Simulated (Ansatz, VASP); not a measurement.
## Ba in VASP and in Ansatz

```
CELL_PARAMETERS angstrom
4.55251 0.00000 0.00000
-2.27626 3.94259 0.00000
0.00000 0.00000 7.44939
ATOMIC_POSITIONS crystal
Ba 0.33333 0.66667 0.25000
Ba 0.66667 0.33333 0.75000
```

Alike in both runs: task single point; functional BLYP; k mesh 9 × 9 × 5; occupations fermi-dirac, width 0.1 eV; no spin polarisation.

```csv
,VASP,Ansatz
version,VASP 6.6.1,Ansatz 0.2.0
potentials or method,"VASP PAW PBE potentials, release 64 (Ba_sv)","plane waves (420 eV) with PAW, scalar-relativistic"
plane-wave cutoff (eV),520,420
valence electrons in the cell,20,20
```

Ansatz gave:

* pressure (GPa): 0.0

Problem. What did VASP give for the same quantities?

Solution. Pressure (GPa): 0.1.

Caveats: the PAW data sets were made with another functional, which shifts forces and pressure a little (VASP). The runs have no spin-orbit coupling, so splittings on Ba are missing.
